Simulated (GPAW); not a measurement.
Input of a GPAW 26.7.0 run:

File run.py:

```python
import json
import numpy as np
from ase.dft.bandgap import bandgap
from ase.io import read, write
from ase.units import GPa
from gpaw import GPAW, PW, setup_paths

setup_paths.insert(0, '.')

atoms = read('POSCAR')

calc = GPAW(mode=PW(680),
            xc='GGA_X_PW91+GGA_C_PW91',
            kpts={'size': (6, 6, 6), 'gamma': True},
            occupations={'name': 'fermi-dirac', 'width': 0.01},
            nbands=15,
            convergence={'density': 1e-05, 'energy': 1e-05},
            maxiter=60,
            txt='gpaw.txt')
atoms.calc = calc
energy = atoms.get_potential_energy()
forces = atoms.get_forces()
stress = atoms.get_stress()
calc.write('gs.gpw')
write('result.traj', atoms)
print(f'Energy: {energy:.6f} eV')
print('Forces (eV/A):')
print(forces.round(4))
print('Stress (GPa):', (stress / GPa).round(3))
print('Fermi level:', round(calc.get_fermi_level(), 4), 'eV')
print(f'Gap: {bandgap(calc)[0]:.4f} eV, direct: {bandgap(calc, direct=True)[0]:.4f} eV')

size = (10, 10, 10)
dense = calc.fixed_density(kpts={'size': size, 'gamma': True}, update_fermi_level=True,
                           convergence={'bands': 'CBM+2.0', 'eigenstates': 1e-7}, txt='dense.txt')
ef = dense.get_fermi_level()
index = np.round(dense.get_bz_k_points() * size).astype(int) % size
recip = 2 * np.pi * atoms.cell.reciprocal()
sheets = []
for s, e_kn in enumerate(dense.eigenvalues()):
    for n in range(e_kn.shape[1] - 2):
        if e_kn[:, n].min() < ef < e_kn[:, n].max():
            e = np.empty(size)
            e[tuple(index.T)] = e_kn[dense.get_bz_to_ibz_map(), n] - ef
            de = np.array([(np.roll(e, -1, c) - np.roll(e, 1, c)) * size[c] / 2 for c in range(3)])
            v = np.linalg.norm(np.einsum('vc,cxyz->vxyz', np.linalg.inv(recip), de), axis=0)
            w = np.exp(-(e / 0.1)**2) / (0.1 * np.pi**0.5)
            sheets.append({'spin': s, 'band': n, 'filled': (e < 0).mean(), 'dos': w.mean(), 'bottom': e.min(), 'top': e.max(),
                           'velocity': (w * v).sum() / w.sum() * 1.519267e5, 'slice': e[:, :, 0].round(3).tolist()})
            print(f'spin {s} band {n}: filled share {sheets[-1]["filled"]:.3f}, from {e.min():.3f} to {e.max():.3f} eV,',
                  f'{w.mean():.3f} states/eV, mean velocity {sheets[-1]["velocity"]:.3e} m/s')
print('Fermi level on the dense mesh:', round(ef, 4), 'eV,', len(sheets), 'sheets')
json.dump({'ef': ef, 'sheets': sheets}, open('fermi.json', 'w'))
```

File POSCAR:

```
ZrC
1.0
    0.0000000000      2.3650000000      2.3650000000
    2.3650000000      0.0000000000      2.3650000000
    2.3650000000      2.3650000000      0.0000000000
Zr C
1 1
Direct
    0.5000000000      0.5000000000      0.5000000000
    0.0000000000      0.0000000000      0.0000000000
```

Potentials or basis: PAW data sets generated in the run's folder for this functional, pw.

Launch:

```console
$ gpaw-setup -f GGA_X_PW91+GGA_C_PW91 C Zr
$ OMP_NUM_THREADS=1 python run.py
```

(1) Predict the pressure.

(2) Estimate the band gap on the k mesh.

## Answers

(1) -3.9 GPa.

(2) none (metal or under the smearing width).

Caveat: the k mesh is coarse (spacing up to 0.38 Å⁻¹), so the values aren't converged; the cutoff is short for stress and forces, so pressures can be off by a GPa or more.
